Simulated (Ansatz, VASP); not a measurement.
TiO2: VASP beside Ansatz

File INCAR:

```
SYSTEM = TiO2
ALGO = Normal
EDIFF = 1E-7
ENCUT = 520
GGA = PE
ISIF = 2
ISMEAR = -1
LASPH = .TRUE.
LCHARG = .TRUE.
LELF = .TRUE.
LREAL = .FALSE.
LVHAR = .TRUE.
LWAVE = .FALSE.
NBANDS = 60
NELM = 80
PREC = Accurate
SIGMA = 0.05
```

Contents of KPOINTS:

```
k-points
0
G
  6 6 6
  0 0 0
```

POSCAR

```
TiO2
1.0
    4.8126997814      0.0000000000      0.0000000000
    0.0000000000      4.8718844600      0.0000000000
   -0.8628854487      0.0000000000      4.9665942755
Ti O
4 8
Direct
    0.2742460000      0.0577550000      0.2244820000
    0.7273690000      0.5490900000      0.2855620000
    0.7295480000      0.9526850000      0.7854330000
    0.2835660000      0.4497150000      0.7199840000
    0.0725900000      0.1854130000      0.8435590000
    0.9370760000      0.6870470000      0.6473460000
    0.9509030000      0.8282380000      0.1520200000
    0.0641060000      0.3193250000      0.3632650000
    0.4517750000      0.7615600000      0.4724820000
    0.5556400000      0.2655380000      0.0386970000
    0.5633100000      0.2405790000      0.5312130000
    0.4386890000      0.7381480000      0.9567760000
```

File input.yaml:

```yaml
crystal:
  lattice:
    - [4.8126997814, 0.0, 0.0]
    - [0.0, 4.87188446, 0.0]
    - [-0.8628854487, 0.0, 4.9665942755]
  atoms:
    - { symbol: Ti, position: [0.274246, 0.057755, 0.224482] }
    - { symbol: Ti, position: [0.727369, 0.54909, 0.285562] }
    - { symbol: Ti, position: [0.729548, 0.952685, 0.785433] }
    - { symbol: Ti, position: [0.283566, 0.449715, 0.719984] }
    - { symbol: O, position: [0.07259, 0.185413, 0.843559] }
    - { symbol: O, position: [0.937076, 0.687047, 0.647346] }
    - { symbol: O, position: [0.950903, 0.828238, 0.15202] }
    - { symbol: O, position: [0.064106, 0.319325, 0.363265] }
    - { symbol: O, position: [0.451775, 0.76156, 0.472482] }
    - { symbol: O, position: [0.55564, 0.265538, 0.038697] }
    - { symbol: O, position: [0.56331, 0.240579, 0.531213] }
    - { symbol: O, position: [0.438689, 0.738148, 0.956776] }
hamiltonian:
  xc: pbe
  pseudopotentials: { kind: paw }
kpoints:
  mp_grid: { grid: [6, 6, 6] }
scf:
  occupations: { method: fermi_dirac, width: 0.05 }
output:
  forces: true
  stress: true
  eigenvalues: true
  write_density: true
  write_potential: true
  elf: true
  volumetric_format: npy
```

Change from the starting cell: atoms moved at random, drawn with an rms of 0.05 Å.

Alike in both runs: task single point; functional PBE; k mesh 6 × 6 × 6; occupations fermi-dirac, width 0.05 eV; no spin polarisation.

```csv
,VASP,Ansatz
version,VASP 6.6.1,Ansatz 0.2.0
potentials or method,"VASP PAW PBE potentials, release 64 (Ti_sv, O)",Ansatz PAW
plane-wave cutoff (eV),520,420
valence electrons in the cell,96,96
```

|  | VASP | Ansatz | Ansatz less VASP |
| --- | --- | --- | --- |
| gap on the k mesh at the Fermi level (eV) | 2.26 | 2.28 | +0.020 |
| least direct gap on the mesh (eV) | 2.39 | 2.41 | +0.022 |
| pressure (GPa) | 6.1 | 5.3 | -0.83 |
| largest component of the traceless stress (GPa) | 1.17 | 1.18 | +0.014 |
| rms of the force components (eV/Å) | 0.546 | 0.532 | -0.0137 |

Atom by atom the forces differ by 0.028 eV/Å (rms over components). The functional is the same, so the differences come from potentials, cutoffs and numerics.

Caveats: the pressure holds a Pulay correction of +0.8 GPa for the finite cutoff (Ansatz). A k mesh can miss the band edges.
